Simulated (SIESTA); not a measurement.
Runs of SIESTA 5.4.2 on TePb. Symmetry: Fm-3m, No. 225, cubic system. The conventional cell has a = 6.462 Å, b = 6.462 Å, c = 6.462 Å, α = 90.00°, β = 90.00°, γ = 90.00°. Pb (site symmetry m-3m) is surrounded by 6 Te at 3.23 Å. Around Te (site symmetry m-3m) lie 6 Pb at 3.23 Å. 

```csv
task,level,potentials or basis,spin,cell,k mesh,optimiser,force tolerance,stress tolerance (GPa),grid cutoff,energy shift,pressure (GPa)
band structure,PBE,"PseudoDojo 0.4 standard (PBE files), DZ (energy shift 0.002 Ry)",off,as given,7 × 7 × 7,-,-,-,500 Ry,0.002 Ry,3.5
relaxation of cell and atoms,PBE,"PseudoDojo 0.4 standard (PBE files), DZP (energy shift 0.002 Ry)",off,relaxed,5 × 5 × 5,Broyden,0.01 eV/Å,0.05,750 Ry,0.002 Ry,0.0
single point,B86bPBE,"PseudoDojo 0.4 standard (PBE files, fully relativistic), DZP (energy shift 0.002 Ry)","non-collinear, ferromagnetic start, SOC",as given,5 × 5 × 5,-,-,-,500 Ry,0.002 Ry,3.2
band structure,PBE,"PseudoDojo 0.4 stringent (PBE files), DZP (energy shift 0.002 Ry)",off,as given,7 × 7 × 7,-,-,-,500 Ry,0.002 Ry,1.3
band structure,PBE,"PseudoDojo 0.4 standard (PBE files), TZ (energy shift 0.01 Ry)",off,as given,7 × 7 × 7,-,-,-,500 Ry,0.01 Ry,(a)
```

Alike in all rows: smearing fermi-dirac 0.05 eV.

Task: Fill in the values left out.

Result: (a) 0.4.

Caveats: semicore shells carry a single zeta, which can move pressures by several GPa and volumes by a few percent; the basis of atomic orbitals isn't converged, which shifts pressures, moduli and gaps; the basis has no polarisation orbitals (some runs); the potentials were made for another functional, which shifts forces and pressure (some runs).

Not every run made on this cell is shown here.
